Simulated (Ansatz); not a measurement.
**Relaxing NbC in the rocksalt type**

First guess:

```
CELL_PARAMETERS angstrom
0.00000 2.23228 2.23228
2.23228 0.00000 2.23228
2.23228 2.23228 0.00000
ATOMIC_POSITIONS crystal
Nb 0.00000 0.00000 0.00000
C 0.50000 0.50000 0.50000
```

Method: DFT, PBE, PAW with Ansatz's default frozen-core files, scalar-relativistic (Ansatz 0.2.0).

Cell and atoms relax within the symmetry of the start on a 16×16×16 k mesh with 0.08 eV Fermi–Dirac smearing.

The start is built from a prototype, known or not as a phase of this compound; the cutoff is 420 eV.

Spin polarisation is left out, and whether a magnetic state lies lower isn't shown here.

Task: What is the pressure of the first guess?

Result: 4.29 GPa.

Task: What does it relax to?

Result: a = 4.485 Å, b = 4.485 Å, c = 4.485 Å, α = 90.00°, β = 90.00°, γ = 90.00° (conventional cell), 11.28 Å³ per atom:
Space group Fm-3m (No. 225). a = 4.485 Å, b = 4.485 Å, c = 4.485 Å, α = 90.00°, β = 90.00°, γ = 90.00°
```csv
atom,site,symmetry,x,y,z
Nb,4a,m-3m,0.0000,0.0000,0.0000
C,4b,m-3m,0.5000,0.0000,0.0000
```

Task: How much energy does the relaxation release?

Result: 2 meV/atom.
